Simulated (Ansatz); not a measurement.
Wanted: the native input for an Ansatz 0.2.0 run.

| Quantity | Value |
| --- | --- |
| Task | band structure |
| Functional | BLYP |
| Potentials or basis | all-electron LAPW, scalar-relativistic |
| Cutoff | 316 eV (chosen from the basis error) |
| Basis error allowed | 0.001 eV/atom |
| k mesh | 8 × 8 × 8 |
| Occupations | fermi-dirac, width 0.05 eV |
| Spin | no spin polarisation |

GaAs:

```xyz
2
Lattice="0.0000 2.8268 2.8268 2.8268 0.0000 2.8268 2.8268 2.8268 0.0000" Properties=species:S:1:pos:R:3 pbc="T T T"
As    4.2403    4.2403    4.2403
Ga    0.0000    0.0000    0.0000
```

These files were run (other wordings do the same):

input.yaml

```yaml
crystal:
  lattice:
    - [0.0, 2.82685, 2.82685]
    - [2.82685, 0.0, 2.82685]
    - [2.82685, 2.82685, 0.0]
  atoms:
    - { symbol: As, position: [0.75, 0.75, 0.75] }
    - { symbol: Ga, position: [0.0, 0.0, 0.0] }
kpoints:
  mp_grid: { grid: [8, 8, 8] }
  band_path:
    path:
      - [0.0, 0.0, 0.0]
      - [0.5, 0.0, 0.5]
      - [0.5, 0.25, 0.75]
      - [0.375, 0.375, 0.75]
      - [0.0, 0.0, 0.0]
      - [0.5, 0.5, 0.5]
      - [0.625, 0.25, 0.625]
      - [0.5, 0.25, 0.75]
    npoints: 6
scf:
  occupations: { method: fermi_dirac, width: 0.05 }
hamiltonian:
  xc: blyp
  pseudopotentials: { kind: all_electron, lapw: { basis_error: 0.001 } }
output:
  forces: true
  stress: true
  eigenvalues: true
```

Potentials or basis: all-electron LAPW, scalar-relativistic.

Launch:

```console
$ ansatz run input.yaml --threads 1 --pin off --max-ram 3072MiB --backend cpu --events-out ev --progress --plain --runs-dir out
```

It gave:

```yaml
Pressure: 6.9 GPa
Band_gap_on_the_k_mesh: 0.35 eV, direct
Band_gap_along_the_path: 0.35 eV, direct
```

Run time: 30 s on 1 thread of Intel(R) Xeon(R) Processor @ 2.50GHz (Skylake/Cascade Lake), with other jobs on the host, peak memory 0.33 GiB.
